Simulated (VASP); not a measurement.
Here is a VASP 6.6.1 calculation.

File INCAR:

```
PREC     = Accurate       # precision mode
ENCUT    = 600            # plane-wave cutoff, eV
EDIFF    = 1E-7           # SCF threshold, eV
ISMEAR   = 1              # smearing method
SIGMA    = 0.1            # smearing width, eV
LREAL    = False          # projectors in reciprocal space
LASPH    = True           # aspherical terms in the spheres
NELM     = 80             # most SCF steps
ALGO     = Normal         # electronic algorithm
ISIF     = 3              # what is computed and relaxed
LWAVE    = False          # write WAVECAR
LCHARG   = False          # write CHGCAR
IBRION   = 2              # ionic algorithm
NSW      = 90             # ionic steps
EDIFFG   = -0.005         # ionic threshold
```

Contents of KPOINTS:

```
regular mesh
0
Gamma
  16 16 16
```

POSCAR

```
Au                                      
1.0
    0.0000000000      2.0262129826      2.0262129826
    2.0262129826      0.0000000000      2.0262129826
    2.0262129826      2.0262129826      0.0000000000
  Au            
     1
Direct
     0.0000000000000000    0.0000000000000000    0.0000000000000000
```

Potentials or basis: VASP PAW LDA potentials, release 64 (Au).

Run with:

```console
$ cat potpaw_LDA.64/Au/POTCAR > POTCAR
$ mpirun -np 1 vasp_std > vasp.out
```

Estimate the band gap on the k mesh.

none (metal or under the smearing width).

Final structure:
```
Au
1.0
     0.00000    2.02621    2.02621
     2.02621    0.00000    2.02621
     2.02621    2.02621    0.00000
Au
1
Direct
  0.00000 0.00000 0.00000
```

Caveat: the relaxation stopped at its first step, so nothing moved. The run has no spin-orbit coupling, so splittings on Au are missing.
